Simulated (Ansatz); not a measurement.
Cell and atoms are relaxed with the symmetry kept. Start:

```
CELL_PARAMETERS angstrom
-1.72654 1.77555 2.33834
1.72654 -1.77555 2.33834
1.72654 1.77555 -2.33834
ATOMIC_POSITIONS crystal
Sn 0.00000 0.00000 0.00000
```

Computed with DFT PBEsol, scalar-relativistic, plane waves, PAW in Ansatz 0.2.0.

Plane waves to 420 eV, a k mesh through Γ of 16×16×16 on the computed 1-atom cell and Gaussian smearing (0.10 eV); no spin polarisation.

Problem. What does it relax to?

Solution. The volume goes down by 2.27 Å³/atom to 26.40 Å³/atom, and the energy falls by 29.9 meV/atom. Final structure:
```cif
data_structure
_symmetry_space_group_name_H-M 'I4/mmm'
_symmetry_Int_Tables_number 139
_cell_length_a 3.5041
_cell_length_b 3.5041
_cell_length_c 4.3007
_cell_angle_alpha 90.000
_cell_angle_beta 90.000
_cell_angle_gamma 90.000
_cell_volume 52.81
loop_
_atom_site_label
_atom_site_type_symbol
_atom_site_symmetry_multiplicity
_atom_site_Wyckoff_symbol
_atom_site_fract_x
_atom_site_fract_y
_atom_site_fract_z
_atom_site_occupancy
Sn1 Sn 2 a 0.00000 0.00000 0.00000 1
```

This form isn't the element's structure at ambient conditions.